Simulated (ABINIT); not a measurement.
# A GW chain in ABINIT: AgCl (Fm-3m), part 2 of 2

Aim: the G0W0 gap of AgCl (Fm-3m) on PBE, step by step.

ABINIT 10.8.3; PBE and many-body steps on it, plane waves. Known limits of the many-body steps: not at the basis limit; d shell near the gap, gap tends to lie low; no spin-orbit coupling; coarse k mesh.

So far. Step 2 (Ground state): The gap is indirect, with the least direct gap 2.20 eV higher. Step 3 (Bands along the symmetry lines): The gap is 0.921 eV, as in the run before at this level.

### Step 4. Empty states on the mesh, 4×4×4 mesh, 92 bands

Level of this step: DFT, PBE, plane waves, norm-conserving pseudopotentials (ABINIT).

The sums over transitions need many empty states on a uniform mesh; this step solves for them.

The input, run.abi:

```
acell 3*1.0 Angstrom
rprim 
  0.000000000000 2.798500000000 2.798500000000
  2.798500000000 0.000000000000 2.798500000000
  2.798500000000 2.798500000000 -0.000000000000
ntypat 2
znucl 47 17
natom 2
typat 1 2
xred 
  0.000000000000 0.000000000000 0.000000000000
  0.500000000000 0.500000000000 0.500000000000
pp_dirpath "pseudos"
pseudos "Ag.upf, Cl.upf"
ecut 37
ngkpt 4 4 4
nshiftk 1
shiftk 0 0 0
kptopt 1
chksymbreak 0
irdden 1
istwfk *1
nband 92
prtvol 0
optdriver 6
gwr_task "HDIAGO"
paral_kgb 0
occopt 1
indata_prefix "in"
outdata_prefix "out"
tmpdata_prefix "tmp"
```

Command:

```sh
OMP_NUM_THREADS=1 mpirun -n 4 abinit run.abi > log
```

Numbers of over 12 decimals in the logs are rounded to 6 here.

The log of the run:

```text
[banner, memory and clock lines left out]
.Version 10.8.3 of ABINIT. v10.8.2 released Aug 2026.

 Symmetries : space group Fm -3 m (#225); Bravais cF (face-center cubic)
[... echo of the input left out ...]
== DATASET  1 ==================================================================
-   mpi_nproc: 4, omp_nthreads: 1 (-1 if OMP is not activated)

--- !DatasetInfo
iteration_state: {dtset: 1, }
dimensions: {natom: 2, nkpt: 8, mband: 92, nsppol: 1, nspinor: 1, nspden: 1, mpw: 3218, }
cutoff_energies: {ecut:  37.0, pawecutdg:  -1.0, }
electrons: {nelect:   2.60000000E+01, charge:   0.00000000E+00, occopt:   1.00000000E+00, tsmear:   1.00000000E-02, }

.Using double precision arithmetic; gwpc =  8

- Reading GS density from: in_DEN

--- Pseudopotential description ------------------------------------------------
- Ag Generated using ONCVPSP code by D. R. Hamann
- 47.00000  19.00000  171031                  znucl, zion, pspdat
12 -101130 2 -1 1538                          pspcod,pspxc,lmax,lloc,mmax
     nproj     2     2     2
  pspatm : epsatm=   27.55768671
         --- l  ekb(1:nproj) -->
             0    9.557566   -0.414742
             1    3.443234   -0.133519
             2   -1.597169   -0.391124
 pspatm: atomic psp has been read  and splines computed

- Cl Generated using ONCVPSP code by D. R. Hamann
- 17.00000   7.00000  171031                  znucl, zion, pspdat
12 -101130 2 -1 1028                          pspcod,pspxc,lmax,lloc,mmax
     nproj     2     2     2
  pspatm : epsatm=    9.12776517
         --- l  ekb(1:nproj) -->
             0    8.139296    0.698720
             1    3.821713    1.107519
             2   -2.938609   -0.805455
 pspatm: atomic psp has been read  and splines computed

   9.53821749E+02                                ecore*ucvol(ha*bohr**3)

 Total charge density [el/Bohr^3]
)     Maximum=    2.1507E+00  at reduced coord.    0.0667    0.9333    0.9333
)     Minimum=    2.6631E-03  at reduced coord.    0.2444    0.2444    0.2444
   Integrated=    2.6000E+01

 === KS gaps after direct diagonalization ===
 Indirect band gap semiconductor
 Fundamental gap:     0.921 (eV)
   VBM:     4.308 (eV) at k: [ 5.0000E-01,  0.0000E+00,  0.0000E+00]
   CBM:     5.229 (eV) at k: [ 0.0000E+00,  0.0000E+00,  0.0000E+00]
 Direct gap:         3.124 (eV) at k: [ 0.0000E+00,  0.0000E+00,  0.0000E+00]

== END DATASET(S) ==============================================================

 -outvars: echo values of variables after computation  --------
           etotal      0.0000000000E+00
            nband          92
             nkpt           8
          spgroup         225
 [... the other variables as echoed above ...]

 Calculation completed.
```

Wall time 52 s (4 MPI ranks of Arm Neoverse V1, shared host); peak memory 2.4 GiB.

Numbers from this step:

- gap: 0.9214 eV
- k of the valence top: 0.5, 0, 0
- k of the conduction bottom: 0, 0, 0
- least direct gap: 3.124 eV
- k points computed: 8
- lowest point of the top converged band, above the valence top: 72.2423 eV

On this mesh the gap is 0.921 eV.

### Step 5. Screening, 4×4×4 mesh, 84 bands, screening to 136.1 eV

The RPA dielectric matrix is built and inverted for each q.

This step: RPA screening on PBE, plane waves, norm-conserving pseudopotentials.

Changes to run.abi since step 4:

```diff
@@ -20,10 +20,11 @@
 chksymbreak 0
-irdden 1
 istwfk *1
-nband 92
-prtvol 0
-optdriver 6
-gwr_task "HDIAGO"
-paral_kgb 0
 occopt 1
+irdwfk 1
+optdriver 3
+nband 84
+ecuteps 5
+inclvkb 2
+awtr 1
+symchi 1
 indata_prefix "in"
```

The log of the run:

```text
.Version 10.8.3 of ABINIT. v10.8.2 released Aug 2026.

 Symmetries : space group Fm -3 m (#225); Bravais cF (face-center cubic)
[... echo of the input left out ...]
== DATASET  1 ==================================================================
-   mpi_nproc: 4, omp_nthreads: 1 (-1 if OMP is not activated)

--- !DatasetInfo
iteration_state: {dtset: 1, }
dimensions: {natom: 2, nkpt: 8, mband: 84, nsppol: 1, nspinor: 1, nspden: 1, mpw: 3218, }
cutoff_energies: {ecut:  37.0, pawecutdg:  -1.0, }
electrons: {nelect:   2.60000000E+01, charge:   0.00000000E+00, occopt:   1.00000000E+00, tsmear:   1.00000000E-02, }

 SCREENING: Calculation of the susceptibility and dielectric matrices

 Based on a program developped by R.W. Godby, V. Olevano, G. Onida, and L. Reining.
 Incorporated in ABINIT by V. Olevano, G.-M. Rignanese, and M. Torrent.
.Using double precision arithmetic ; gwpc =  8

[... cell and pseudopotentials left out ...]
--------------------------------------------------------------------------------

 ==== K-mesh for the wavefunctions ====
 Number of points in the irreducible wedge :     8
[... list of points left out ...]
 Together with 48 symmetry operations and time-reversal symmetry
 yields    64 points in the full Brillouin Zone.

 ==== Q-mesh for the screening function ====
 Number of points in the irreducible wedge :     8
[... list of points left out ...]
 Together with 48 symmetry operations and time-reversal symmetry
 yields    64 points in the full Brillouin Zone.

 setmesh: FFT mesh size selected  =    27x   27x   27
          total number of points  =        19683

 vcoul_init : cutoff-mode = AUXILIARY_FUNCTION
 q-points for optical limit:   1
     1)      0.000010    0.000020    0.000030

- screening: taking advantage of time-reversal symmetry
- Maximum band index for partially occupied states nbvw = 13
- Remaining bands to be divided among processors   nbcw = 71
- Number of bands treated by each node ~17

 Number of electrons calculated from density =   26.0000; Expected =   26.0000
 average of density, n =  0.087896
 r_s =    1.3952
 omega_plasma =   28.5984 [eV]

 calculating chi0 at frequencies [eV] :
  1    0.000000E+00    0.000000E+00
  2    0.000000E+00    2.859835E+01

--------------------------------------------------------------------------------
  q-point number  1        q = ( 0.000000, 0.000000, 0.000000) [r.l.u.]
--------------------------------------------------------------------------------
[... chi0 elements left out ...]
 For q-point:  0.000010 0.000020 0.000030
  dielectric constant =   5.1753
  dielectric constant without local fields =   5.6202

  Average fulfillment of the sum rule on Im[epsilon] for q-point    1 :     58.12  [%]
[... wings left out ...]
  q-point number  2        q = ( 0.250000, 0.000000, 0.000000) [r.l.u.]
--------------------------------------------------------------------------------
[... chi0 elements left out ...]
  Average fulfillment of the sum rule on Im[epsilon] for q-point    2 :     72.71  [%]

 [... 6 further q-points ...]
```

The job ended after 19 s (4 MPI ranks; peak memory 0.68 GiB).

This step gave:

- ε∞ with local fields, on this mesh, along the program's q direction: 5.175
- the same without local fields: 5.620
- plasma frequency: 28.60 eV
- plane waves in the screening matrix: 169

Local fields lower ε∞ by 8 %. On a Γ-centred mesh this coarse the value itself is usually too large, while a short band sum pulls it down.

### Step 6. Self-energy, 4×4×4 mesh, 84 bands, screening to 136.1 eV

The self-energy is evaluated for the states that the input lists, and the levels follow from it, in one-shot runs by the linearised quasiparticle equation.

This step: G0W0 on PBE, plane waves, norm-conserving pseudopotentials.

Changes to run.abi since step 5:

```diff
@@ -23,8 +23,17 @@
 irdwfk 1
-optdriver 3
+optdriver 4
 nband 84
+gwcalctyp 0
+ecutsigx 37
+symsigma 1
+nkptgw 2
+kptgw 
+  0.5000000000 0.0000000000 0.0000000000
+  0.0000000000 0.0000000000 0.0000000000
+bdgw 
+  12 15
+  11 17
 ecuteps 5
-inclvkb 2
-awtr 1
-symchi 1
+irdscr 1
+ppmodel 1
 indata_prefix "in"
```

The log of the run:

```text
.Version 10.8.3 of ABINIT. v10.8.2 released Aug 2026.

 Symmetries : space group Fm -3 m (#225); Bravais cF (face-center cubic)
[... echo of the input left out ...]
== DATASET  1 ==================================================================
-   mpi_nproc: 4, omp_nthreads: 1 (-1 if OMP is not activated)

--- !DatasetInfo
iteration_state: {dtset: 1, }
dimensions: {natom: 2, nkpt: 8, mband: 84, nsppol: 1, nspinor: 1, nspden: 1, mpw: 3218, }
cutoff_energies: {ecut:  37.0, pawecutdg:  -1.0, }
electrons: {nelect:   2.60000000E+01, charge:   0.00000000E+00, occopt:   1.00000000E+00, tsmear:   1.00000000E-02, }

 SIGMA: Calculation of the GW corrections

 Based on a program developped by R.W. Godby, V. Olevano, G. Onida, and L. Reining.
 Incorporated in ABINIT by V. Olevano, G.-M. Rignanese, and M. Torrent.
.Using double precision arithmetic ; gwpc =  8

[... cell and pseudopotentials left out ...]
--------------------------------------------------------------------------------

 ==== K-mesh for the wavefunctions ====
 Number of points in the irreducible wedge :     8
[... list of points left out ...]
 Together with 48 symmetry operations and time-reversal symmetry
 yields    64 points in the full Brillouin Zone.

 ==== Q-mesh for screening function ====
 Number of points in the irreducible wedge :     8
[... list of points left out ...]
 Together with 48 symmetry operations and time-reversal symmetry
 yields    64 points in the full Brillouin Zone.

 vcoul_init : cutoff-mode = AUXILIARY_FUNCTION
 q-points for optical limit:   1
     1)      0.000010    0.000020    0.000030
 setmesh: FFT mesh size selected  =    45x   45x   45
          total number of points  =        91125

 Number of electrons calculated from density =   26.0000; Expected =   26.0000
 average of density, n =  0.087896
 r_s =    1.3952
 omega_plasma =   28.5984 [eV]

 === KS Band Gaps ===
  >>>> For spin  1
   Minimum direct gap =   3.1244 [eV], located at k-point      :   0.0000  0.0000  0.0000
   Fundamental gap    =   0.9214 [eV], Top of valence bands at :   0.5000  0.0000  0.0000
                                       Bottom of conduction at :   0.0000  0.0000  0.0000
 SIGMA fundamental parameters:
 PLASMON POLE MODEL  1
 number of plane-waves for SigmaX                 3143
 number of plane-waves for SigmaC and W            169
 number of plane-waves for wavefunctions          3143
 number of bands                                    84
 number of independent spin polarizations            1
 number of spinorial components                      1
 number of k-points in IBZ                           8
 number of q-points in IBZ                           8
 number of symmetry operations                      48
 number of k-points in BZ                           64
 number of q-points in BZ                           64
 number of frequencies for dSigma/dE                 9
 frequency step for dSigma/dE [eV]                0.25
 number of omega for Sigma on real axis              0
 max omega for Sigma on real axis  [eV]           0.00
 zcut for avoiding poles [eV]                     0.10

 EPSILON^-1 parameters (SCR file):
 dimension of the eps^-1 matrix on file            169
 dimension of the eps^-1 matrix used               169
 number of plane-waves for wavefunctions          3143
 number of bands                                    84
 number of q-points in IBZ                           8
 number of frequencies                               2
 number of real frequencies                          1
 number of imag frequencies                          1

 matrix elements of self-energy operator (all in [eV])

 Perturbative Calculation

--- !SelfEnergy_ee
iteration_state: {dtset: 1, }
kpoint     : [   0.500,    0.000,    0.000, ]
spin       : 1
KS_gap     :    4.314
QP_gap     :    5.370
Delta_QP_KS:    1.056
data: !SigmaeeData |
     Band     E0 <VxcDFT>   SigX SigC(E0)      Z dSigC/dE  Sig(E)    E-E0       E
       12   4.308 -21.440 -26.390   3.963   0.797  -0.254 -22.227  -0.787   3.520
       13   4.308 -21.440 -26.390   3.963   0.797  -0.254 -22.227  -0.787   3.520
       14   8.621  -8.962  -4.759  -3.882   0.837  -0.195  -8.693   0.269   8.890
       15  10.699 -13.608  -7.669  -4.807   0.804  -0.244 -12.698   0.910  11.609

--- !SelfEnergy_ee
iteration_state: {dtset: 1, }
kpoint     : [   0.000,    0.000,    0.000, ]
spin       : 1
KS_gap     :    3.124
QP_gap     :    4.528
Delta_QP_KS:    1.403
data: !SigmaeeData |
     Band     E0 <VxcDFT>   SigX SigC(E0)      Z dSigC/dE  Sig(E)    E-E0       E
       11   2.105 -14.486 -18.706   2.967   0.791  -0.264 -15.477  -0.991   1.114
       12   2.105 -14.486 -18.706   2.967   0.791  -0.264 -15.477  -0.991   1.114
       13   2.105 -14.486 -18.706   2.967   0.791  -0.264 -15.477  -0.991   1.114
       14   5.229 -10.710  -6.457  -3.756   0.830  -0.204 -10.298   0.412   5.641
       15  15.026 -12.071  -6.770  -4.289   0.823  -0.215 -11.238   0.833  15.859
       16  15.026 -12.071  -6.770  -4.289   0.823  -0.215 -11.238   0.833  15.859
       17  15.026 -12.071  -6.770  -4.289   0.823  -0.215 -11.238   0.833  15.859

== END DATASET(S) ==============================================================
================================================================================

 -outvars: echo values of variables after computation  --------
           etotal      0.0000000000E+00
            nband          84
             nkpt           8
          spgroup         225
 [... the other variables as echoed above ...]

 Calculation completed.
```

It took 6.7 s on 4 MPI ranks; peak memory 0.8 GiB; 26 s of CPU time.

Numbers from this step:

| Item | Value |
| --- | --- |
| G0W0 gap on the points computed | 2.121 eV |
| starting gap on the mesh | 0.9214 eV |
| k of the valence top | 0.5, 0, 0 |
| k of the conduction bottom | 0, 0, 0 |
| Z at the valence top | 0.797 |
| Z at the conduction bottom | 0.83 |
| least direct G0W0 gap on the computed points | 4.527 eV |

The gap on the mesh goes from 0.92 eV to 2.12 eV, a correction of +1.20 eV.

Limits: finite bands, cutoff and mesh; d shell near the gap, gap tends to lie low; no spin-orbit coupling; coarse k mesh. v1 is the top filled band, c1 the lowest empty one. The levels before and after the correction (eV, zero at the valence-band top of each column):

|  | conduction bottom | valence top |
| --- | --- | --- |
| Kohn-Sham | 0.92 | 0.00 |
| G0W0 | 2.12 | 0.00 |

|  | level | energy (eV) |
| --- | --- | --- |
| Kohn-Sham | (0.5 0 0) v2-v1 | 0.000 |
| Kohn-Sham | (0.5 0 0) c1 | 4.314 |
| Kohn-Sham | (0.5 0 0) c2 | 6.391 |
| Kohn-Sham | Γ v3-v1 | -2.203 |
| Kohn-Sham | Γ c1 | 0.921 |
| Kohn-Sham | Γ c2-c4 | 10.719 |
| G0W0 | (0.5 0 0) v2-v1 | 0.000 |
| G0W0 | (0.5 0 0) c1 | 5.370 |
| G0W0 | (0.5 0 0) c2 | 8.089 |
| G0W0 | Γ v3-v1 | -2.406 |
| G0W0 | Γ c1 | 2.121 |
| G0W0 | Γ c2-c4 | 12.339 |

### Step 7. Where the time went

Times are wall times on 4 MPI ranks of Arm Neoverse V1, shared host, good to a factor of about two.

| step | time | share | memory (GiB) |
| --- | --- | --- | --- |
| ground state | 13 s | 12 % | 0.32 |
| bands along the symmetry lines | 18 s | 17 % | 0.3 |
| empty states on the mesh | 52 s | 48 % | 2.4 |
| screening | 19 s | 18 % | 0.68 |
| self-energy | 6.7 s | 6 % | 0.8 |

### Step 8. What came out

| Quantity | Value |
| --- | --- |
| PBE gap | 0.92 eV, indirect |
| G0W0 gap on the mesh | 2.12 eV |
| GW settings | 4×4×4 mesh, 84 bands, screening to 136.1 eV, Godby-Needs plasmon pole |
| known limits | not at the basis limit; d shell near the gap, gap tends to lie low; no spin-orbit coupling; coarse k mesh |

**Reading.** G0W0 moves the gap on the mesh from 0.92 eV to 2.12 eV (+1.20 eV), with Z of 0.80 and 0.83 at the edges. Local fields lower the RPA ε∞ on this mesh from 5.62 to 5.18; a Γ-centred mesh this coarse tends to raise both, most where the direct gap is narrow, while a short band sum lowers them. Only 2 of the mesh's irreducible points were corrected, so a valley elsewhere could overtake. The dearest step here is «empty states on the mesh». Bands and cutoff are finite, so the gap is not at the basis limit. The miss can reach some tenths of an eV and take either sign; the mesh is an error of its own. In the G0W0 run levels were corrected at 2 k points alone, so a gap called «on the mesh» is the least over those, and an edge elsewhere would be missed. The 4×4×4 mesh is coarse for this cell, which bears on the long-range parts of exchange and screening. A d shell, filled or nearly so, lies near the gap. One-shot GW converges very slowly in bands there, not always from below, and on a semilocal start the gap tends to come out low; starts rich in exact exchange can overshoot instead. The many-body steps are scalar-relativistic: spin-orbit coupling is not in them.

[Paths, hosts, dates, memory and timing lines, banners, echoed tables and standing remarks are left out of the program output.]

[Logs are printed without paths, hosts, clocks, repeated set-up lines and the standing remarks that a program may print on its own settings, such as how far it seeks lower states.]

[Runs of the session that timed out or met a known fault of the program may be left out.]

[Hosts, paths, dates, database ids (printed as entryN), source tags and the programs' standing remarks are cut or masked in the printed files.]

[G0W0 gaps are taken among the corrected bands and points alone; a level outside them can change the order at an edge.]

[Where Ansatz stands beside ABINIT at settings called matched, ABINIT's density can come from a denser mesh and the files from another edition; pairs whose starting gaps differed by over 0.03 eV were left out, so agreement reads better than it is.]
